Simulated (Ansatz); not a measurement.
A plane-wave DFT run in Ansatz 0.2.0 (scalar-relativistic PAW potentials unless the input names others): input and command.

```yaml
crystal:
  lattice:
    - [-2.0446280232, 2.0446280232, 2.81895054]
    - [2.0446280232, -2.0446280232, 2.81895054]
    - [2.0446280232, 2.0446280232, -2.81895054]
  atoms:
    - { symbol: Al, position: [0.75, 0.25, 0.5] }
    - { symbol: Al, position: [0.25, 0.75, 0.5] }
    - { symbol: Cu, position: [0.5, 0.5, 0.0] }
basis:
  ecutwfc: "400 eV"
kpoints:
  mp_grid: { grid: [16, 16, 16] }
hamiltonian:
  xc: pbe
scf:
  occupations: { method: gaussian, width: 0.15 }
output:
  forces: true
  eigenvalues: true
  stress: true
```

```bash
ansatz run input.yaml --threads 1 --pin off --max-ram 2560MiB --backend cpu --events-out ev --progress --plain --runs-dir out
```

Abridged log:
```
Warning: basis.ecutwfc = 400 eV is below the records' recommended 420 eV, and the density's cutoff is lower with it unless basis.ecutrho_ratio is high enough to keep the records' density cutoff: compare with a run at a higher cutoff
Basis set: ecut = 400 eV, 877 PW (Γ), exchange–correlation on 54×54×54 points (8 copies of the dense FFT grid, shifted against one another)
Bands: 17, of which v1, the nominal top of the filled ones, is band 13 counted from 1 (12 counted from 0)
Symmetry: 16 space group operations
k-points: 349 of 4096
SCF iter   1: F=—  HF=-7700.722786 eV  |F-HF|=—  |Δ(HF+E_count)|=         —  Δρ=1.23e-3  dr2=5.82e-4  ethr=1.77e-3  ⟨swp⟩=5.1  Hψ=29290  notcnv=0
SCF iter   2: F=—  HF=-7700.723029 eV  |F-HF|=—  |Δ(HF+E_count)|=   2.43e-4  Δρ=8.33e-4  dr2=3.38e-4  ethr=2.33e-6  ⟨swp⟩=2.0  Hψ=10811  notcnv=0
SCF iter   3: F=—  HF=-7700.723324 eV  |F-HF|=—  |Δ(HF+E_count)|=   2.95e-4  Δρ=7.83e-4  dr2=1.83e-4  ethr=1.35e-6  ⟨swp⟩=2.0  Hψ=8684  notcnv=0
SCF iter   4: F=—  HF=-7700.723314 eV  |F-HF|=—  |Δ(HF+E_count)|=   9.87e-6  Δρ=2.24e-4  dr2=2.20e-5  ethr=7.33e-7  ⟨swp⟩=2.1  Hψ=7709  notcnv=0
SCF iter   5: F=—  HF=-7700.723369 eV  |F-HF|=—  |Δ(HF+E_count)|=   5.54e-5  Δρ=1.48e-4  dr2=5.94e-6  ethr=8.82e-8  ⟨swp⟩=2.0  Hψ=8786  notcnv=0
SCF iter   6: F=—  HF=-7700.723369 eV  |F-HF|=—  |Δ(HF+E_count)|=   4.01e-7  Δρ=8.60e-5  dr2=2.15e-6  ethr=2.38e-8  ⟨swp⟩=1.0  Hψ=5850  notcnv=0
SCF iter   7: F=-7700.723368 eV  HF=-7700.723368 eV  |F-HF|=5.89e-8  |Δ(HF+E_count)|=   3.34e-7  Δρ=1.01e-5  dr2=3.55e-8  ethr=4.00e-10  ⟨swp⟩=3.6  Hψ=22859  notcnv=0
SCF 1 converged in 7 iterations: F = -7700.723368 eV  dr2 = 3.55e-8
SCF converged after 7 iterations
Free energy (F): -7700.723368 eV
Harris-Foulkes:  -7700.723368 eV  (|F-HF|=5.89e-8)
Internal energy: -7700.713773 eV  (E = F + TS)
E sigma→0 (E₀):  -7700.718570 eV
Entropy (-TS):   -0.009596 eV (-3.199 meV/atom)
Fermi energy:    9.413965 eV
--- Forces (eV/Å), atoms counted from 1 ---
  atom   1  Al     0.00000000     0.00000000     0.00000000
  atom   2  Al     0.00000000     0.00000000     0.00000000
  atom   3  Cu     0.00000000     0.00000000     0.00000000
--- Stress (GPa, compression-positive) ---
        1.751944       0.000000       0.000000
        0.000000       1.751944       0.000000
        0.000000       0.000000       4.442167
  P = ⅓ Tr σ = 2.6487 GPa (26.487 kbar)
```

Apart from outputs and empty bands, the input differs from a reference run on usual settings in basis.ecutwfc: 420 → "400 eV". The reference, at the same geometry (not necessarily relaxed), gave pressure 2.65 GPa, largest force 0.000 eV/Å, no gap on the mesh. This run converged in 7 SCF iterations (reference: 7) with an energy at zero smearing 0.66 meV/atom above the reference's, pressure 2.65 GPa, largest force 0.000 eV/Å, no gap on the mesh. Its cutoff is looser than usual, yet energy, pressure and forces hardly moved.

Time: 13 s on 1 thread of Intel(R) Xeon(R) Platinum 8259CL CPU @ 2.50GHz (Skylake/Cascade Lake), with other jobs on the host, peak memory 0.55 GiB.